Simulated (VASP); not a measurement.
A VASP 6.6.1 single-point calculation on PbS

INCAR

```
EDIFF = 1E-7
ENCUT = 520
LASPH = .TRUE.
SIGMA = 0.02
NSW = 0
NBANDS = 17
ISIF = 2
IBRION = -1
LREAL = .FALSE.
GGA = PE
PREC = Accurate
LMAXMIX = 4
LCHARG = .FALSE.
ISMEAR = -1
NELM = 120
LWAVE = .FALSE.
```

KPOINTS

```
KPOINTS created by Atomic Simulation Environment
0
Gamma
8 8 8
0 0 0
```

POSCAR

```
Pb S
 1.0000000000000000
     2.0303538912778363    1.1722253656461294    3.5538438819109945
    -2.0303538912778363    1.1722253656461294    3.5538438819109945
     0.0000000000000000   -2.3444507313922589    3.5538438818780098
 Pb  S
   1   1
Cartesian
 -0.0000000000000001 -0.0000000000978137 10.4285097546491734
  0.0000000000000000 -0.0000000000477456  5.0904298886688339
```

The recommended PBE PAW datasets give the neutral cell 20 valence electrons.

Command

```
mpirun -np 1 vasp_std
```

Task: How does this run end, and what does it give?

Result: It converged. Results: gap between bands v and c on the k mesh -0.21 eV (bands overlap: a metal); least direct gap on the k mesh 0.16 eV; pressure 3.8 GPa. Band v is the last that the valence electrons fill when counted band by band, and c is the next.

OSZICAR

```
N       E                     dE             d eps       ncg     rms          rms(c)
DAV:   1     0.153435851682E+03    0.15344E+03   -0.92642E+03  2218   0.128E+03
DAV:   2     0.299669733055E+01   -0.15044E+03   -0.14450E+03  2323   0.316E+02
DAV:   3    -0.886915858994E+01   -0.11866E+02   -0.11730E+02  2906   0.909E+01
DAV:   4    -0.916647955931E+01   -0.29732E+00   -0.29595E+00  2841   0.155E+01
DAV:   5    -0.917682549078E+01   -0.10346E-01   -0.10345E-01  3218   0.294E+00    0.485E+00
DAV:   6    -0.870609617365E+01    0.47073E+00   -0.13160E+00  3475   0.804E+00    0.343E+00
DAV:   7    -0.870550837999E+01    0.58779E-03   -0.14230E-01  2581   0.192E+00    0.191E+00
DAV:   8    -0.870864937745E+01   -0.31410E-02   -0.14915E-02  2611   0.134E+00    0.182E-01
DAV:   9    -0.870833709223E+01    0.31229E-03   -0.27132E-03  3533   0.471E-01    0.862E-02
DAV:  10    -0.870848624276E+01   -0.14915E-03   -0.31177E-04  2457   0.115E-01    0.504E-02
DAV:  11    -0.870849443064E+01   -0.81879E-05   -0.67772E-05  3096   0.891E-02    0.211E-02
DAV:  12    -0.870849525286E+01   -0.82222E-06   -0.42913E-06  2829   0.184E-02    0.130E-03
DAV:  13    -0.870849532936E+01   -0.76496E-07   -0.98498E-08  2460   0.342E-03
   1 F= -.87084953E+01 E0= -.87084200E+01  d E =-.150724E-03
```

Standard output (part)

```
POSCAR found type information on POSCAR PbS
 POSCAR found :  2 types and       2 ions
 LDA part: xc-table for (Slater+PW92), standard interpolation
 POSCAR, INCAR and KPOINTS ok, starting setup
 WAVECAR not read
 entering main loop
```

For comparison, a separate PBE run of the intended cell, on usual settings and not on those above, gives a gap of -0.21 eV on its mesh and a pressure of 3.8 GPa.
